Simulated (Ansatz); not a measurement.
**CdO (Monteponite): how the settings move a relaxation**

How sensitive is a relaxation of CdO (Monteponite) to its settings? A reference run comes first, then one run with altered input.

Method: reference: DFT, PBEsol, PAW with Ansatz's default frozen-core files, scalar-relativistic; relaxation of cell and atoms, in Ansatz 0.2.0.

1 further run of the same task is left out (set aside as unsound or not needed).

## Step 1: The system as given

It takes space group Fm-3m (No. 225, cubic). Conventional cell: a = 4.699 Å, b = 4.699 Å, c = 4.699 Å, α = 90.00°, β = 90.00°, γ = 90.00°. Around Cd (site symmetry m-3m) lie 6 O at 2.35 Å. Around O (site symmetry m-3m) lie 6 Cd at 2.35 Å.

As a file:

```cif
data_structure
_symmetry_space_group_name_H-M 'Fm-3m'
_symmetry_Int_Tables_number 225
_cell_length_a 4.6990
_cell_length_b 4.6990
_cell_length_c 4.6990
_cell_angle_alpha 90.000
_cell_angle_beta 90.000
_cell_angle_gamma 90.000
_cell_volume 103.76
loop_
_atom_site_label
_atom_site_type_symbol
_atom_site_symmetry_multiplicity
_atom_site_Wyckoff_symbol
_atom_site_fract_x
_atom_site_fract_y
_atom_site_fract_z
_atom_site_occupancy
Cd1 Cd 4 a 0.00000 0.00000 0.00000 1
O1 O 4 b 0.50000 0.00000 0.00000 1
```

## Step 2: Reference

input.yaml

```yaml
crystal:
  lattice:
    - [0.0, 2.3495, 2.3495]
    - [2.3495, 0.0, 2.3495]
    - [2.3495, 2.3495, 0.0]
  atoms:
    - { symbol: Cd, position: [0.0, 0.0, 0.0] }
    - { symbol: O, position: [0.5, 0.5, 0.5] }
kpoints:
  mp_grid: { grid: [16, 16, 16] }
scf:
  occupations: { method: fermi_dirac, width: 0.08 }
hamiltonian:
  xc: pbesol
  pseudopotentials: { kind: paw }
relax:
  f_tol: 0.002
  max_steps: 80
  cell: {}
output:
  forces: true
  stress: true
```

Launch:

```bash
$ ansatz run input.yaml --threads 1 --pin off --max-ram 2048MiB --backend cpu --events-out ev --progress --plain --runs-dir out
```

## Step 3: Changing settings: mp_grid.grid [24, 24, 24], chi_scale 0.1, dr2_threshold 1.0e-06

input.yaml: that of step 2 with these lines changed.

```diff
@@ -9,5 +9,7 @@
 kpoints:
-  mp_grid: { grid: [16, 16, 16] }
+  mp_grid: { grid: [24, 24, 24] }
 scf:
   occupations: { method: fermi_dirac, width: 0.08 }
+  initial_density: { chi_scale: 0.1 }
+  convergence: { dr2_threshold: 1.0e-06 }
 hamiltonian:
@@ -22 +24,5 @@
   stress: true
+  write_density: true
+  write_potential: true
+  elf: true
+  volumetric_format: npy
```

Before running it: what results should come out? Wanted: for each run, ending; energy change; pressure; gap; force.

As calculated:

```
                                                               run     ending  energy change  pressure (GPa)  gap (eV)  force (eV/Å)  cycles   time
                                                         reference  converged              0             0.0      0.00          0.00      19  7.2 s
1: mp_grid.grid [24, 24, 24], chi_scale 0.1, dr2_threshold 1.0e-06  converged   0.0 meV/atom             0.0      0.00          0.00      24   25 s
```

Times don't compare one to one where runs were asked for different outputs or read a saved state (see the inputs); cycles may leave out searches for a lower state.

**Reading.** Changing the k-point mesh, start and convergence setting leaves the energy as it was (0.0 meV/atom). Semilocal functionals close small gaps, so the missing gap need not be the real solid's.
